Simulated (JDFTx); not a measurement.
InP: band structure with revPBE

**The experiment to reproduce.**

A printed reference work, data compilation reports, for a bulk crystal of InP at 1.6 K: band gap 1.4236 eV (direct).

Crystal: InP.

```xyz
2
Lattice="0.0000 2.9305 2.9305 2.9305 0.0000 2.9305 2.9305 2.9305 0.0000" Properties=species:S:1:pos:R:3 pbc="T T T"
In    0.0000    0.0000    0.0000
P     4.3957    4.3957    4.3957
```

```
Program                                 : JDFTx 1.7.0 (patched build)
Task                                    : band structure
Functional                              : revPBE
Potentials or basis                     : PseudoDojo-SR-PBE-0.5-standard with smoothed tails
Cutoff                                  : 952 eV
Density cutoff                          : 7619 eV
k mesh                                  : 8 × 8 × 8
Occupations                             : fermi-dirac, width 0.05 eV
Spin                                    : no spin polarisation
Band ratio of the Davidson solver       : 1.3
Local potential set to -Z/r beyond      : 6 bohr
Bands                                   : 15
Density cutoff over wavefunction cutoff : 8
Max SCF steps                           : 30
SCF threshold on the energy             : 1e-06 Ha
Solver of the electrons                 : minimize
Further solve for the empty bands       : no
Start                                   : density of an earlier self-consistent run, held fixed
Path                                    : G-X-W-K-G-L-U-W-L-K-U-X
```

```json
{"Band gap along the path": "0.80 eV, direct"}
```

Levels at the corners of the path, in eV from the valence-band top:
```tsv
point	band 7	band 8	band 9	band 10	band 11
Γ	0.00	0.00	0.00	0.80	4.15
X	-5.70	-2.30	-2.30	1.86	2.35
W	-5.55	-2.92	-2.87	4.37	4.42
K	-5.55	-3.26	-1.92	2.44	4.45
Γ	0.00	0.00	0.00	0.80	4.15
L	-5.68	-0.96	-0.96	1.58	4.86
U	-5.55	-3.26	-1.92	2.44	4.45
W	-5.55	-2.92	-2.87	4.37	4.42
L	-5.68	-0.96	-0.96	1.58	4.86
K	-5.55	-3.26	-1.92	2.44	4.45
U	-5.55	-3.26	-1.92	2.44	4.45
X	-5.70	-2.30	-2.30	1.86	2.35
```

Run time: 57 s on 1 thread of Arm Neoverse V1, on a shared host, peak memory 0.11 GiB.

A measured gap of InP is 1.4236 eV (direct; 1.6 K; a printed reference work, data compilation); the calculated 0.80 eV misses it by -0.62 eV. Spin-orbit coupling on In is left out. The value is that of revPBE, without temperature or zero-point motion. Semilocal functionals fall short of measured gaps as a rule.

Caveat: spin-orbit coupling is left out, which moves the levels of the heavy elements.
